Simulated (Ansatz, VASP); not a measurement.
CoSi2: VASP beside Ansatz

INCAR

```
  PREC = Accurate
  ENCUT = 520
  EDIFF = 1E-6
  ISMEAR = 0
  SIGMA = 0.1
  LREAL = F
  LASPH = T
  NELM = 60
  ALGO = Fast
  ISIF = 2
  LWAVE = F
  LCHARG = F
  GGA = PE
  NBANDS = 16
```

The input KPOINTS:

```
regular mesh
0
Gamma
  14 14 14
```

The input POSCAR:

```
CoSi2
1.0
    0.0000000000      2.6252141765      2.6252141765
    2.6252141765      0.0000000000      2.6252141765
    2.6252141765      2.6252141765      0.0000000000
Co Si
1 2
Direct
    0.0000000000      0.0000000000      0.0000000000
    0.2500000000      0.2500000000      0.2500000000
    0.7500000000      0.7500000000      0.7500000000
```

Input for Ansatz:

```yaml
crystal:
  lattice:
    - [0.0, 2.6252141765, 2.6252141765]
    - [2.6252141765, 0.0, 2.6252141765]
    - [2.6252141765, 2.6252141765, 0.0]
  atoms:
    - { symbol: Co, position: [0.0, 0.0, 0.0] }
    - { symbol: Si, position: [0.25, 0.25, 0.25] }
    - { symbol: Si, position: [0.75, 0.75, 0.75] }
basis:
  ecutwfc: 420
kpoints:
  mp_grid: { grid: [14, 14, 14] }
hamiltonian:
  xc: pbe
scf:
  occupations: { method: gaussian, width: 0.1 }
output:
  forces: true
  stress: true
  eigenvalues: true
  write_density: true
  write_potential: true
  elf: true
  volumetric_format: npy
```

Alike in both runs: task single point; functional PBE; k mesh 14 × 14 × 14; occupations gaussian, width 0.1 eV; no spin polarisation.

|  | VASP | Ansatz |
| --- | --- | --- |
| version | VASP 6.6.1 | Ansatz 0.2.0 |
| potentials or method | VASP PAW PBE potentials, release 64 (Co, Si) | scalar-relativistic, plane waves, PAW |
| plane-wave cutoff (eV) | 520 | 420 |
| valence electrons in the cell | 17 | 25 |

```tsv
	VASP	Ansatz	Ansatz less VASP
gap on the k mesh at the Fermi level (eV)	none	none	-
pressure (GPa)	12.8	12.8	-0.05
```

A gap of «none» marks a metal or a gap that the smearing closes. The two sets of potentials don't hold the same shells in valence.

Spin polarisation is off, so any magnetic state and its effect on volume and gap are missing.
